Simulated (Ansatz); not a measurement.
# SnS2: the cost of one run

Method: DFT PBE+D3(BJ), scalar-relativistic, plane waves, PAW, in Ansatz 0.2.0.

3 further runs of the same task are left out: 3 set aside as unsound or not needed.

**1. The starting structure**

Symmetry: P6_3mc, No. 186, hexagonal system. The conventional cell has a = 3.669 Å, b = 3.669 Å, c = 11.653 Å, α = 90.00°, β = 90.00°, γ = 120.00°. Sn (site symmetry 3m) has 6 S at 2.58 Å as nearest neighbours. S (site symmetry 3m) is surrounded by 3 Sn at 2.58 Å.

As a file:

```cif
data_structure
_symmetry_space_group_name_H-M 'P 1'
_symmetry_Int_Tables_number 1
_cell_length_a 3.6685
_cell_length_b 3.6685
_cell_length_c 11.6527
_cell_angle_alpha 90.000
_cell_angle_beta 90.000
_cell_angle_gamma 120.000
_cell_volume 135.81
loop_
_atom_site_label
_atom_site_type_symbol
_atom_site_fract_x
_atom_site_fract_y
_atom_site_fract_z
_atom_site_occupancy
Sn1 Sn 0.33333 0.66667 0.62508 1
Sn2 Sn 0.66667 0.33333 0.12508 1
S1 S 0.66667 0.33333 0.75188 1
S2 S 0.33333 0.66667 0.25188 1
S3 S 0.00000 0.00000 0.99804 1
S4 S 0.00000 0.00000 0.49804 1
```

It goes back to an entry of the Materials Project, which need not be the stable form.

It is the result of an earlier relaxation at this level (volume 22.64 Å³/atom; gap on the mesh: 1.08 eV).

The bulk reference comes from a run made before at the same settings: -2610.1324 eV/atom.

**2. Cutting the (001) slab**

Miller indices refer to the conventional cell of the relaxed bulk, P6_3mc (No. 186): a = 3.669 Å, b = 3.669 Å, c = 11.653 Å, α = 90.00°, β = 90.00°, γ = 120.00°.

The slab is a (001) slab, 14.6 Å thick as cut, with 15 Å of vacuum; its outer planes are S (top) and S (bottom).

The slab as cut. Its planes from the bottom up:

```tsv
plane	atoms per cell	height over the lowest (Å)
1	S	0.00
2	Sn	1.48
3	S	2.96
4	S	5.83
5	Sn	7.31
6	S	8.78
7	S	11.65
8	Sn	13.13
9	S	14.61
```

**3. Single point on the unrelaxed (001) slab**

A dipole layer in the vacuum cancels the field that periodic copies would set up if the slab's two faces differ.

The input, input.yaml:

```yaml
crystal:
  lattice:
    - [3.668505706, 0.0, 0.0]
    - [-1.834252853, 3.1770191354, 0.0]
    - [0.0, 0.0, 29.610586912]
  atoms:
    - { symbol: S, position: [0.0, 0.0, 0.253287786] }
    - { symbol: Sn, position: [0.6666666667, 0.3333333333, 0.3032816104] }
    - { symbol: S, position: [0.3333333333, 0.6666666667, 0.3531813431] }
    - { symbol: S, position: [0.0, 0.0, 0.4500532214] }
    - { symbol: Sn, position: [0.3333333333, 0.6666666667, 0.5000470459] }
    - { symbol: S, position: [0.6666666667, 0.3333333333, 0.5499467786] }
    - { symbol: S, position: [0.0, 0.0, 0.6468186569] }
    - { symbol: Sn, position: [0.6666666667, 0.3333333333, 0.6968124813] }
    - { symbol: S, position: [0.3333333333, 0.6666666667, 0.746712214] }
basis:
  ecutwfc: 420
kpoints:
  mp_grid: { grid: [9, 9, 1] }
hamiltonian:
  xc: pbe
  dispersion: d3bj
scf:
  occupations: { method: gaussian, width: 0.05 }
output:
  forces: true
  stress: true
  eigenvalues: true
efield:
  axis: 3
  dipole_correction: true
  ramp_width: 0.04
```

Launch:

```sh
$ ansatz run input.yaml --threads 1 --pin off --max-ram 2560MiB --backend cpu --events-out ev --progress --plain --runs-dir out
```

Q: Estimate wall time and peak memory on 1 thread of Intel Xeon 6975P-C (Granite Rapids), shared host.

About 12 s, with a peak of 0.59 GiB.
